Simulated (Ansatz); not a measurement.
**Ansatz run, Se**

The input, for Ansatz 0.2.0 (plane waves, PAW):

```yaml
crystal:
  lattice:
    - [4.089236, 0.0, 0.0]
    - [-2.044618, 3.541383, 0.0]
    - [0.0, 0.0, 5.433655]
  atoms:
    - { symbol: Se, position: [0.7364, 0.0, 0.3333] }
    - { symbol: Se, position: [0.0, 0.7364, 0.66663] }
    - { symbol: Se, position: [0.2636, 0.2636, 0.99997] }
kpoints:
  mp_grid: { grid: [3, 3, 2], shift: [0, 0, 0] }
magnetization:
  noncollinear: true
  spin_orbit: true
scf:
  occupations: { method: fermi_dirac }
hamiltonian:
  pseudopotentials: { kind: paw_fr }
  xc: hse06
basis:
  ecutwfc: 420
  fft_grid_basis: typed
output:
  forces: true
  stress: true
  eigenvalues: true
  bader: true
  populations: true
  elf: true
  write_potential: true
  volumetric_format: npy
  dos:
    e_range: [-12, 8]
    de: 0.05
    projected: { site_lists: { Se: [Se] } }
    method: { smearing: { sigma: 0.1, scheme: gaussian } }
```

The state carries no moments; the state need not be the lowest.

Output (shortened):

```
Magnetization: |M| = 0.0000 μB,  M = (+0.0000, +0.0000, +0.0000) μB
Absolute magnetization: 0.0000 μB (∫|m|)
  site 0: m = (+0.0000, +0.0000, +0.0000) μB, |m| = 0.0000 μB  (R = 1.07 Å)
  site 1: m = (+0.0000, +0.0000, +0.0000) μB, |m| = 0.0000 μB  (R = 1.07 Å)
  site 2: m = (+0.0000, +0.0000, +0.0000) μB, |m| = 0.0000 μB  (R = 1.07 Å)
Free energy (F): -16408.3118 eV
Frozen-core exchange: fock
Harris-Foulkes:  -16408.3118 eV  (|F-HF|=6.62e-10)
Internal energy: -16408.3056 eV  (E = F + TS)
E sigma→0 (E₀):  -16408.3087 eV
Entropy (-TS):   -0.0062 eV (-2.063 meV/atom)
Fermi energy:    7.3197 eV
--- Stress (GPa, compression-positive) ---
       -4.0493       0.0000       0.0000
        0.0000      -4.0493       0.0000
        0.0000       0.0000     -10.8809
  P = ⅓ Tr σ = -6.3265 GPa (-63.265 kbar)
--- Löwdin populations: 3 sites ---
  site symbol       q [e]
     0     Se     15.9651
     1     Se     15.9651
     2     Se     15.9651
  spilling = 0.0022 (of n_electrons = 48.0000)
```

Origin: a known structure type with other elements, at an estimated volume, so it need not be a known compound. Caveats: the exchange threshold is loose for a stress; the SCF threshold is loose for a stress; hybrid functional on a coarse k mesh; atoms or cell far from equilibrium.
